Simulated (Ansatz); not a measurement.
NbAs in the rocksalt structure

Method: PBE with spin–orbit coupling; two-component spinors; PAW, 420 eV, 12×12×12 k-mesh, Gaussian smearing of 0.05 eV; code Ansatz; PAW files: Ansatz's generated set soft_2.

```yaml
crystal:
  lattice:
    - [0.00000, 2.63777, 2.63777]
    - [2.63777, 0.00000, 2.63777]
    - [2.63777, 2.63777, 0.00000]
  atoms:
    - { symbol: Nb, position: [0.50000, 0.50000, 0.50000] }
    - { symbol: As, position: [0.00000, 0.00000, 0.00000] }
```

This is a trial structure; measured cells of the compound in the Crystallography Open Database are in space group I41md.

The pressure at this geometry is -0.1 GPa.

Which orbitals carry the states at the Fermi level, and how many states are there?

Within 0.1 eV of it: Nb 4d 88 %, As 4p 9 % (shares among the projected shells; no valence p shell of Nb is among them). The density of states at the Fermi level is about 1.9 states/eV per cell, averaged over 0.3 eV.

Density of states (tetrahedra, averaged over 0.3 eV; states/eV per cell of 2 atoms; energy in eV from the Fermi level):

```csv
E (eV),DOS
-7.00,0.00
-6.70,0.12
-6.40,0.36
-6.10,0.63
-5.80,1.11
-5.50,1.38
-5.20,1.35
-4.90,0.97
-4.60,1.00
-4.30,2.80
-4.00,3.60
-3.70,2.28
-3.40,1.58
-3.10,1.10
-2.80,0.78
-2.50,0.59
-2.20,0.24
-1.90,0.31
-1.60,0.50
-1.30,0.78
-1.00,0.96
-0.70,1.15
-0.40,1.31
-0.10,1.69
0.20,1.85
0.50,3.11
0.80,2.47
1.10,1.34
1.40,5.23
1.70,1.31
2.00,1.31
2.30,1.06
2.60,1.32
2.90,1.08
3.20,1.04
3.50,1.23
3.80,1.23
4.10,0.86
4.40,0.80
4.70,0.92
5.00,0.64
5.30,0.40
5.60,0.48
5.90,0.82
```
